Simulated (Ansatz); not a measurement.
# CdS: how well frozen cores do, part 2 of 2

The same cell of CdS is computed with all-electron LAPW, frozen-core PAW and datasets made for this crystal, to set the results side by side.

Ansatz 0.2.0; DFT PBE; a database cell (COD). «Crystal datasets» are all-electron PAW datasets made for this crystal.

### 4 Datasets made for this crystal

File input.yaml:

```yaml
crystal:
  lattice:
    - [4.1347992034, 0.0, 0.0]
    - [-2.0673996017, 3.5808411497, 0.0]
    - [0.0, 0.0, 6.749]
  atoms:
    - { symbol: Cd, position: [0.3333333333, 0.6666666667, 0.0] }
    - { symbol: Cd, position: [0.6666666667, 0.3333333333, 0.5] }
    - { symbol: S, position: [0.3333333333, 0.6666666667, 0.385] }
    - { symbol: S, position: [0.6666666667, 0.3333333333, 0.885] }
kpoints:
  mp_grid: { grid: [7, 7, 4] }
  band_path:
    path:
      - [0.0, 0.0, 0.0]
      - [0.5, 0.0, 0.0]
      - [0.3333333333, 0.3333333333, 0.0]
      - [0.0, 0.0, 0.0]
      - [0.0, 0.0, 0.5]
      - [0.5, 0.0, 0.5]
      - [0.3333333333, 0.3333333333, 0.5]
      - [0.0, 0.0, 0.5]
      - [0.5, 0.0, 0.5]
    npoints: 8
scf:
  occupations: { method: fermi_dirac, width: 0.01 }
hamiltonian:
  xc: pbe
  pseudopotentials: { kind: all_electron, datasets: crystal }
output:
  forces: true
  stress: true
  eigenvalues: true
  efg: { contact_densities: true }
```

The run is started by

```bash
$ ansatz run input.yaml --threads 1 --pin off --max-ram 3072MiB --backend cpu --events-out ev --progress --plain --runs-dir out
```

Output:

```text
hamiltonian.pseudopotentials.datasets: crystal makes datasets for this crystal and solves the spheres of its atoms anew in each pass: cutoff 260.0 eV, the density's 1040.0 eV; for an error of 0.50 meV an atom under PBE, 2.0 meV for the cell; an energy difference from a run of another recipe may be off by several times the error for the cell, under r2SCAN by more, where some 0.1 meV an atom stays at smaller errors; S in spheres of 1.132 Å, 6 of its electrons in bands; Cd in spheres of 1.376 Å, 12 of its electrons in bands, 8 on its site; only band paths and densities of states list, in semicore columns, the levels of the semicore shells that are solved separately: 4s of Cd, 4p of Cd
Cd: output.efg is read without spin–orbit coupling, which moves field gradients at and beside such atoms by some per cent and up to a factor of two; PAW files take it under magnetization.noncollinear and magnetization.spin_orbit
Engine: ansatz 0.2.0
Pseudopotentials: kind: all_electron
Pseudopotential: Cd, paw, valence charge 20, recommended cutoff 260 eV (normal), Koelling and Harmon's equation, gaussian nucleus
Pseudopotential: S, paw, valence charge 6, recommended cutoff 260 eV (normal), Koelling and Harmon's equation, gaussian nucleus
Functional definition: PBE
  parameter kappa = 0.804
  parameter beta = 0.06672455060314922
  exchange = pbe_x(kappa = kappa, mu = beta*pi^2/3)
  correlation = pbe_c(beta = beta)
Crystal: 4 atoms, lattice volume = 99.926 Å³
Basis set: ecut = 260 eV, 989 PW (Γ), exchange–correlation on 48×48×72 points (8 copies of the dense FFT grid, shifted against one another)
Bands: 22, of which v1, the nominal top of the filled ones, is band 18 counted from 1 (17 counted from 0)
Symmetry: 12 space group operations
Space group: P63mc (ITA 186), of the structure as read, at distance tolerance 4.6e-5 Å
k-points: 24 of 196 (time reversal used)
Non-local potential: Cd, projectors of the file, l = 0: 1, l = 1: 1, l = 2: 2
Non-local potential: S, projectors of the file, l = 0: 1, l = 1: 1, l = 2: 2
PAW form: soft (Blöchl's): semilocal exchange-correlation on the pseudo side does not see the compensation charge
PAW one-centre angular grid: Cd, 590 points (default); XC on its mesh's 1869 points in the sphere
PAW one-centre angular grid: S, 110 points (default); XC on its mesh's 1925 points in the sphere
Initial density: superposition of atomic densities (neutral atoms: chi_scale 0, normalization atom)
Initial wavefunctions: pseudopotential atomic-orbital guess
Functional: x = pbe(κ = 0.804, μ = 0.2195149727645171), c = pbe(β = 0.06672455060314922)
iter 1 solved again at ethr=9.03e-3 eV; its pass at ethr=1.00e-1 eV (dr2=3.25e0 eV) is discarded
SCF iter   1: F=—  HF=-326199.836118 eV  |F-HF|=—  |Δ(HF+E_count)|=         —  Δρ=4.03e-2  dr2=3.30e0  ethr=9.03e-3  ⟨swp⟩=2.7  Hψ=2658  notcnv=0
preconditioner: auto → Resta (q_TF=auto, 2.301 Å⁻¹)  ε∞=5.6  [insulator: Δε(μ)=1.751 eV  Ē_g=10.430 eV  σ=0.010 eV  W_gap=1.00  n_scr=22 (ndim 8)  ℏωp=22.3 eV  f_vac=0.021  D(μ)=0.00/eV (n_scr^D=0)  ε∞_Penn≈5.6]
SCF iter   2: F=—  HF=-326198.926942 eV  |F-HF|=—  |Δ(HF+E_count)|=   9.09e-1  Δρ=1.87e-2  dr2=5.46e-1  ethr=9.03e-3  ⟨swp⟩=3.0  Hψ=1199  notcnv=0  defer=1
iter 3 solved again at ethr=1.06e-4 eV; its pass at ethr=1.52e-3 eV (dr2=3.81e-2 eV) is discarded
SCF iter   3: F=—  HF=-326198.806019 eV  |F-HF|=—  |Δ(HF+E_count)|=   1.21e-1  Δρ=6.49e-3  dr2=3.81e-2  ethr=1.06e-4  ⟨swp⟩=2.9  Hψ=2571  notcnv=0  defer=4
SCF iter   4: F=—  HF=-326198.813723 eV  |F-HF|=—  |Δ(HF+E_count)|=   7.70e-3  Δρ=2.64e-3  dr2=6.20e-3  ethr=1.06e-4  ⟨swp⟩=3.3  Hψ=1414  notcnv=0  defer=3
SCF iter   5: F=—  HF=-326198.813683 eV  |F-HF|=—  |Δ(HF+E_count)|=   4.09e-5  Δρ=7.09e-4  dr2=7.06e-4  ethr=1.72e-5  ⟨swp⟩=3.8  Hψ=1462  notcnv=0  defer=6
SCF iter   6: F=—  HF=-326198.814275 eV  |F-HF|=—  |Δ(HF+E_count)|=   5.92e-4  Δρ=3.75e-4  dr2=2.30e-4  ethr=1.96e-6  ⟨swp⟩=3.3  Hψ=1289  notcnv=0  defer=7
SCF iter   7: F=—  HF=-326198.814636 eV  |F-HF|=—  |Δ(HF+E_count)|=   3.62e-4  Δρ=1.06e-4  dr2=1.40e-5  ethr=6.40e-7  ⟨swp⟩=3.7  Hψ=1307  notcnv=0  defer=7
SCF iter   8: F=—  HF=-326198.814734 eV  |F-HF|=—  |Δ(HF+E_count)|=   9.79e-5  Δρ=3.19e-5  dr2=1.59e-6  ethr=3.88e-8  ⟨swp⟩=3.2  Hψ=1341  notcnv=0  defer=5
SCF iter   9: F=-326198.814737 eV  HF=-326198.814737 eV  |F-HF|=1.20e-7  |Δ(HF+E_count)|=   2.60e-6  Δρ=6.10e-6  dr2=5.26e-8  ethr=4.41e-9  ⟨swp⟩=3.0  Hψ=1261  notcnv=0  defer=1
SCF 1 converged in 9 iterations: F = -326198.814734 eV  dr2 = 5.26e-8
  Residual-converged pass: ⟨swp⟩=4.0  Hψ=1604  notcnv=0  max |occ|·‖R‖ = 6.3e-6 eV (tolerance 6.7e-6 eV)  dr2=5.38e-8  dr2_onsite=3.08e-8  max |Δocc| = 0.0e0
NSCF: frozen V_eff on 65 k-points
SCF converged after 9 iterations
Free energy (F): -326198.814734 eV
Harris-Foulkes:  -326198.814734 eV  (|F-HF|=1.20e-7)
Internal energy: -326198.814734 eV  (E = F + TS)
E sigma→0 (E₀):  -326198.814734 eV
Past the cutoff: the bands carry plane waves up to 1.75 times it, of which those up to 1.5 times it add -0.000268 eV an atom, each by itself; the spheres take 0.000272 eV an atom off the energy for waves past 1.75 times it
By the cutoff:   a pressure is off by up to 0.006 GPa (1.2 times the spheres' own share and the shells' term, over an atom's volume, and 0.004 GPa: a bound that held against runs at twice the plane waves)
Past the cutoffs: a stress includes 0.0010 GPa for waves and charges beyond them, in addition to the slope of what the spheres take
In the spheres:  the bands' charges fall short by 1.7e-6 e at most (sound up to 1e-3), those of shells solved beside the bands by 1.7e-7 e (sound up to 5e-4)
Fermi energy:    8.253336 eV
--- Per-component energies (eV) ---
  The terms above E_closure are by the made datasets' own strengths, without shells solved beside the bands.
--- Forces (eV/Å), atoms counted from 1 ---
  atom   1  Cd     0.00000000     0.00000000     0.26117311
  atom   2  Cd    -0.00000000    -0.00000000     0.26117311
  atom   3  S      0.00000000     0.00000000    -0.26118218
  atom   4  S     -0.00000000    -0.00000000    -0.26118218
  max |Σ_I F_I| component: 1.81e-5 eV/Å
--- Stress (GPa, compression-positive) ---
        3.307553       0.000000      -0.000000
       -0.000000       3.307553       0.000000
       -0.000000       0.000000       1.057988
  P = ⅓ Tr σ = 2.5577 GPa (25.577 kbar)
  It holds what live shells' own plane waves past their cutoff add
--- PAW observables at the nuclei: V_zz in 10²¹ V/m², potentials from the cell's mean, atoms counted from 1 ---
  atom   1  Cd V_zz =    +3.256841   η = 0.0000   by run symmetry: allowed
            electrostatic potential = -7703.962162 V   contact ρ = 1035882.181811 e/Å³
  atom   2  Cd V_zz =    +3.256841   η = 0.0000   by run symmetry: allowed
            electrostatic potential = -7703.962162 V   contact ρ = 1035882.181811 e/Å³
  atom   3  S  V_zz =    -0.703243   η = 0.0000   by run symmetry: allowed
            electrostatic potential = -1633.441702 V   contact ρ = 19784.521010 e/Å³
  atom   4  S  V_zz =    -0.703243   η = 0.0000   by run symmetry: allowed
            electrostatic potential = -1633.441702 V   contact ρ = 19784.521010 e/Å³
--- Band table (eV; the first three rows and the last of 24) ---
  k-point 0: bands = ["-4.6897", "-4.2773", "-0.0606", "-0.0606", "0.0086", "0.0086", "0.0105", "0.3808", "0.3808", "0.4712", "0.4712", "0.8195", "3.4261", "6.9413", "6.9413", "7.5969", "7.6366", "7.6366", "8.8630", "10.3633"]
  k-point 1: bands = ["-4.6279", "-4.3354", "-0.0533", "-0.0533", "-0.0044", "-0.0044", "0.0561", "0.3966", "0.3966", "0.4605", "0.4605", "0.5721", "4.0077", "6.6338", "7.0380", "7.0380", "7.5293", "7.5293", "9.7272", "10.4470"]
  k-point 2: bands = ["-4.4799", "-4.4799", "-0.0317", "-0.0317", "-0.0317", "-0.0317", "0.2320", "0.2320", "0.4310", "0.4310", "0.4310", "0.4310", "5.2493", "5.2493", "7.2783", "7.2783", "7.2783", "7.2783", "10.4587", "10.4587"]
  k-point 23: bands = ["-4.1685", "-4.1685", "0.1499", "0.1499", "0.1726", "0.1726", "0.3532", "0.3532", "0.4194", "0.4194", "0.9187", "0.9187", "3.6620", "3.6620", "5.3252", "5.3252", "6.5477", "6.5477", "11.9792", "11.9792"]
```

Run time: 59 s. Hardware: 1 thread, shared host.

In short: pressure 2.56 GPa; gap 1.23 eV, direct at Γ; largest force 0.261 eV/Å; Vzz Cd1 3.26 (η = 0.00), S3 -0.70 (η = 0.00) (10²¹ V/m²).

| atom | contact density (e/Å³) |
| --- | --- |
| Cd1 | 1035882 |
| S3 | 19784.52 |

### 5 The methods compared

Highest filled and lowest empty level at the labelled points (eV from each run's valence-band top):

| point | LAPW top | LAPW bottom | PAW top | PAW bottom | crystal datasets top | crystal datasets bottom |
| --- | --- | --- | --- | --- | --- | --- |
| Γ | 0.00 | 1.23 | 0.00 | 1.23 | 0.00 | 1.23 |
| M | -0.83 | 3.72 | -0.83 | 3.72 | -0.83 | 3.72 |
| K | -1.74 | 4.81 | -1.74 | 4.81 | -1.74 | 4.81 |
| Γ | 0.00 | 1.23 | 0.00 | 1.23 | 0.00 | 1.23 |
| A | -0.36 | 2.82 | -0.36 | 2.82 | -0.36 | 2.82 |
| L | -1.27 | 3.52 | -1.27 | 3.52 | -1.27 | 3.52 |
| H | -1.06 | 4.40 | -1.07 | 4.40 | -1.06 | 4.40 |
| A | -0.36 | 2.82 | -0.36 | 2.82 | -0.36 | 2.82 |
| L | -1.27 | 3.52 | -1.27 | 3.52 | -1.27 | 3.52 |

| method | pressure (GPa) | gap (eV) | largest force (eV/Å) | Vzz Cd1 (10²¹ V/m²) | Vzz S3 (10²¹ V/m²) | SCF cycles, all passes |
| --- | --- | --- | --- | --- | --- | --- |
| LAPW | 2.56 | 1.23 | 0.261 | – | – | 9 |
| PAW | 2.53 | 1.23 | 0.260 | 3.23 | -0.70 | 6 |
| crystal datasets | 2.56 | 1.23 | 0.261 | 3.26 | -0.70 | 9 |

### 6 Results

The summary covers parts 1 to 2.

| quantity | value |
| --- | --- |
| pressure | LAPW 2.56, PAW 2.53, crystal datasets 2.56 GPa |
| gap (LAPW) | 1.23 eV, direct at Γ |
| largest force | LAPW 0.261, PAW 0.260, crystal datasets 0.261 eV/Å |
| Bader charges (PAW) | Cd1 +0.86, S3 -0.86 e |

**Reading.** At this geometry the cell is under compression of 2.6 GPa, so it would expand if let go. The gap is 1.23 eV, direct at Γ. It is the Kohn-Sham gap of a semilocal functional, which mostly lies below the gap found in experiment. Against the measured gap of CdS, 2.5809 eV (quoted in “Isotope dependence of band-gap energy”, 2008, arxiv:0807.2152), the calculated 1.23 eV is off by -52.5 %. So large a miss can be the level of theory's own, or it may mean another phase, state or a wrong row. 2 values of this kind are on record in papers (2.44 to 2.5809 eV); this one was drawn at random among those near their median, those with a stated uncertainty first. Semilocal functionals fall short of gaps. The calculation has no temperature and no excitons, and leaves out spin-orbit coupling. The top eV of the valence band is mostly S 3p (93 % of the projected weight). The projection holds only the free atom's occupied shells (Cd 5s, Cd 4d, S 3s, S 3p in this range). The field gradient at Cd1, the largest by crystal datasets, is 3.23 by PAW and 3.26 by crystal datasets (10²¹ V/m²), within 5 %. No spin–orbit coupling: at heavy atoms the gradients can be off by tens of per cent for that reason. In pressure, PAW differs from LAPW by -0.03 GPa and less than 0.01 eV in the gap. The forces differ by at most 1 meV/Å in a component, on a largest force of 0.261 eV/Å. The price, with the outputs that each input asks for: 99 s for LAPW against 51 s for PAW, about 1.9 to one.
